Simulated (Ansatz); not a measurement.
Write the native input for Ansatz 0.2.0 that does the following.

```yaml
Task: relaxation of cell and atoms
Functional: PBE
Potentials_or_basis: Ansatz PAW
Cutoff: "420 eV (not typed: the program's choice for these potentials)"
k_mesh: 3 × 6 × 6
Occupations: fermi-dirac, width 0.05 eV
Spin: no spin polarisation
```

The system is SnSe.

```
Sn Se
1.0
    11.42000    0.00000    0.00000
     0.00000    4.19000    0.00000
     0.00000    0.00000    4.46000
Sn Se
4 4
Direct
  0.87700 0.75000 0.90900
  0.62300 0.25000 0.40900
  0.37700 0.75000 0.59100
  0.12300 0.25000 0.09100
  0.64300 0.75000 0.98400
  0.85700 0.25000 0.48400
  0.14300 0.75000 0.51600
  0.35700 0.25000 0.01600
```

One way to write it, as run:

input.yaml

```yaml
crystal:
  lattice:
    - [11.42, 0.0, 0.0]
    - [0.0, 4.19, 0.0]
    - [0.0, 0.0, 4.46]
  atoms:
    - { symbol: Sn, position: [0.877, 0.75, 0.909] }
    - { symbol: Sn, position: [0.623, 0.25, 0.409] }
    - { symbol: Sn, position: [0.377, 0.75, 0.591] }
    - { symbol: Sn, position: [0.123, 0.25, 0.091] }
    - { symbol: Se, position: [0.643, 0.75, 0.984] }
    - { symbol: Se, position: [0.857, 0.25, 0.484] }
    - { symbol: Se, position: [0.143, 0.75, 0.516] }
    - { symbol: Se, position: [0.357, 0.25, 0.016] }
hamiltonian:
  xc: pbe
  pseudopotentials: { kind: paw }
kpoints:
  mp_grid: { grid: [3, 6, 6] }
scf:
  occupations: { method: fermi_dirac, width: 0.05 }
output:
  forces: true
  stress: true
  write_density: true
  write_potential: true
  elf: true
  volumetric_format: npy
relax:
  f_tol: 0.01
  max_steps: 40
  cell: { stress_tol: 0.05 }
```

Potentials or basis: Ansatz PAW.

Launch:

```bash
$ ansatz run input.yaml --threads 4 --pin off --max-ram 11264MiB --backend cpu --events-out ev --progress --plain --runs-dir out
```

It gave:

* Relaxed volume: 28.35 Å³/atom
* Relaxed cell: a = 11.804 Å, b = 4.206 Å, c = 4.568 Å, α = 90.00°, β = 90.00°, γ = 90.00°
* Space group after relaxing (to 0.05 Å): Pnma (No. 62)
* Energy gained by relaxing: 14.1 meV/atom
* Ionic steps: 7
* Pressure after relaxing: 0.0 GPa
* Largest force after relaxing: 0.009 eV/Å
* Band gap on the k mesh: 0.65 eV, indirect (least direct gap 0.89 eV)

Caveat: odd divisions of the mesh miss points on the zone boundary, where band edges often lie, so the gap on the mesh can be too wide; the plane-wave basis is chosen anew once the cell has moved, so the energies of steps on either side of that aren't comparable; spin-orbit coupling is left out, which moves the levels of the heavy elements; this functional lacks dispersion, which binds the layers, so the pressure and a relaxed spacing across them are unreliable.

Run time: 66 s on 4 threads of Intel(R) Xeon(R) Processor @ 2.70GHz, with other jobs on the host, peak memory 0.97 GiB.
